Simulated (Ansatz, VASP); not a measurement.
## RbBr: VASP beside Ansatz

```xyz
2
Lattice="4.0702 0.0000 0.0000 0.0000 4.0702 0.0000 0.0000 0.0000 4.0702" Properties=species:S:1:pos:R:3 pbc="T T T"
Rb    0.0000   -0.4039   -0.4039
Br    2.0351    2.4671    2.4671
```

Change from the starting cell: mode 5 frozen in at -0.432 Å and mode 6 at -0.432 Å (largest displacements).

Alike in both runs: task single point; functional PBEsol; k mesh 6 × 6 × 6; occupations gaussian, width 0.05 eV; no spin polarisation.

```csv
,VASP,Ansatz
version,VASP 6.6.1,Ansatz 0.2.0
potentials or method,"VASP PAW PBE potentials, release 64 (Rb_sv, Br)","scalar-relativistic, plane waves, PAW"
plane-wave cutoff (eV),520,420
valence electrons in the cell,16,16
```

VASP gave:

| Property | Result |
| --- | --- |
| gap on the k mesh at the Fermi level (eV) | 4.05 |
| least direct gap on the mesh (eV) | 4.25 |
| pressure (GPa) | 11.6 |
| largest component of the traceless stress (GPa) | 8.55 |
| rms of the force components (eV/Å) | 2.155 |

Which values does Ansatz return?

gap on the k mesh at the Fermi level (eV): 4.05; least direct gap on the mesh (eV): 4.25; pressure (GPa): 11.3; largest component of the traceless stress (GPa): 8.39; rms of the force components (eV/Å): 2.121.

Atom by atom the forces differ by 0.034 eV/Å (rms over components).

Caveats: the PAW data sets were made with another functional, which shifts forces and pressure a little (VASP). A k mesh can miss the band edges.
